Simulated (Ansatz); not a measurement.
# Static equation of state of rock-salt LiH, size series (216 atoms)

The cell holds 216 atoms: 108 Li and 108 H. Cell: a = 12.081 Å, b = 12.081 Å, c = 12.081 Å, α = 90.0°, β = 90.0°, γ = 90.0°. It derives from LiH (rock-salt), repeated 3×3×3. The starting structure: Rock-salt LiH (a = 4.083 Å), 3 x 3 x 3 conventional cells; ideal positions.

Calculated with Ansatz 0.2.0: Kohn-Sham DFT, PBE, PAW (set soft_2), plane waves; cutoff 420 eV, Γ point, fixed occupations. Cell and atoms were relaxed first, to V0 = 8.1629 Å³ an atom at a residual P0 = -0.033 GPa. The cell was then scaled evenly, and the atoms were relaxed at each volume.

```
volume (Å³/atom)  pressure (GPa)
          7.3466               ?
          7.6731           2.438
          7.9180           1.124
          8.4078          -1.049
          8.6526          -1.941
```

**Question.** Fit the third-order Birch–Murnaghan equation to the rows given and extrapolate to the withheld row.

Worked fit:

Take the Eulerian strain f = ½[(V0/V)^(2/3) − 1] and the normalised pressure F = (P − P0) / [3f(1 + 2f)^(5/2)]. The third-order Birch–Murnaghan equation is then the line F = B0 + (3/2)B0(B′ − 4) f, so u = f and v = F.

```
      u = f  v = F (GPa)
  0.0210566      35.2890
  0.0102571      35.7462
-0.00975644      36.4664
 -0.0190505      36.7908
```

With n = 4: mean u = 6.2668e-4, mean v = 36.0731, Σ(u − ū)² = 0.0010051, Σ(u − ū)(v − v̄) = -0.037373. Slope b = -0.037373 / 0.0010051 = -37.182; intercept a = v̄ − b ū = 36.096.

So B0 = a = 36.1 GPa and B′ = 4 + 2b/(3a) = 3.31. At the withheld volume f = 0.03638, F = a + b f = 34.74 GPa, and P = P0 + 3f(1 + 2f)^(5/2) F.

Prediction at 7.3466: 4.487 GPa. The run gave 4.488 GPa, so the fit is low by 0.0012 GPa (0.026 % of the value).

Among the rows given, the largest miss of the fit is at 7.6731, by 0.0017 GPa (0.027 % of the range of the table).

Limits: Static cells at zero temperature; the cell shape is held. The program notes that the SCF threshold of these relaxations is loose for the stress. Only the Γ point is sampled, in a cell whose shortest periodic width is 12 Å.

[Logs are printed without paths, hosts, clocks, repeated set-up lines and the standing remarks that a program may print on its own settings, such as how far it seeks lower states.]

[Hosts, paths, dates, database ids (printed as entryN), source tags and the programs' standing remarks are cut or masked in the printed files.]
